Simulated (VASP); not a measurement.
InP, 2 atoms in the cell. It takes space group Fm-3m (No. 225, cubic). Conventional cell: a = 5.422 Å, b = 5.422 Å, c = 5.422 Å, α = 90.00°, β = 90.00°, γ = 90.00°. In (site symmetry m-3m) has 6 P at 2.71 Å as nearest neighbours. Around P (site symmetry m-3m) lie 6 In at 2.71 Å. Measurements of this composition are mostly on another form, of space group No. 216.

* Program: VASP 6.6.1
* Task: single point
* Functional: PBEsol
* Potentials or basis: VASP PAW PBE potentials, release 64 (In_d, P)
* Cutoff: 520 eV
* k mesh: 10 × 10 × 10
* Occupations: gaussian, width 0.05 eV
* Spin: no spin polarisation
* Dipole correction: no
* Further INCAR settings: ALGO = Normal; EDIFF = 1e-07; NBANDS = 16

Potentials or basis: VASP PAW PBE potentials, release 64 (In_d, P).

Command:

```bash
$ cat potpaw_PBE.64/In_d/POTCAR potpaw_PBE.64/P/POTCAR > POTCAR
$ mpirun -np 1 vasp_std > vasp.out
```

Hardware: 1 thread of Intel(R) Xeon(R) Platinum 8259CL CPU @ 2.50GHz (Skylake/Cascade Lake) (shared host).

Task: Estimate the wall time of this run.

Result: It took 35 s on 1 thread of Intel(R) Xeon(R) Platinum 8259CL CPU @ 2.50GHz (Skylake/Cascade Lake) (shared host), peak memory 0.18 GiB. Counts: scf iterations 13, k points 47.
